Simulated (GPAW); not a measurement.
Set up this calculation in GPAW 26.7.0, as a Python script.

| Property | Result |
| --- | --- |
| Task | single point |
| Functional | SCAN |
| Potentials or basis | GPAW PAW data sets (gpaw-data 1.2.1) |
| Basis | fd |
| Grid spacing | 0.18 Å |
| k mesh | 9 × 9 × 9 |
| Occupations | fermi-dirac, width 0.05 eV |
| Spin | collinear spin, random start |
| Starting moments | [0.47] μB |
| Hubbard terms | Cu d U = 8 eV |
| U projector left unscaled | no |
| random start of the orbitals | yes |
| Maxiter | 60 |

The structure of Cu lies in Cu.xyz:

```xyz
1
Lattice="-1.4232937226 1.4232937226 1.3574834749 1.4232937226 -1.4232937226 1.3574834749 1.4232937226 1.4232937226 -1.3574834749" Properties=species:S:1:pos:R:3 pbc="T T T"
Cu     0.0000000000      0.0000000000      0.0000000000
```

This isn't the form of Cu at room conditions, which is fcc.

The cell isn't the ideal one: volume scaled by 0.96.

These files were run (other wordings do the same):

run.py

```python
from ase.io import read
from gpaw.dft import DFT

atoms = read('Cu.xyz')
atoms.set_initial_magnetic_moments([0.47])

dft = DFT(atoms,
          mode='fd',
          h=0.18,
          xc='MGGA_X_SCAN+MGGA_C_SCAN',
          kpts={'size': (9, 9, 9), 'gamma': True},
          occupations={'name': 'fermi-dirac', 'width': 0.05},
          setups={'Cu': ':d,8.0'},
          nbands=14,
          convergence={'density': 1e-05, 'energy': 1e-05},
          random=True,
          maxiter=60,
          txt='gpaw.txt')
print(f'Energy: {dft.calculate_energy():.6f} eV')
print('Forces (eV/A):')
print(dft.calculate_forces().round(4))
print('Moments:', dft.magmoms()[1].round(3))
dft.write_gpw_file('gs.gpw')
```

Potentials or basis: GPAW PAW data sets (gpaw-data 1.2.1), fd.

Command:

```bash
$ OMP_NUM_THREADS=1 python run.py
```

It gave:

The band gap on the k mesh is none (metal or under the smearing width) and the net moment is 0.00 μB per cell.

Caveat: the real-space grid adds noise to forces; the PAW data sets were made with another functional, which shifts forces and pressure a little; the U is typed as a test and isn't derived for this compound.

Run time: 2.8 min on 1 thread of Arm Neoverse V1 (shared host), peak memory 0.32 GiB.
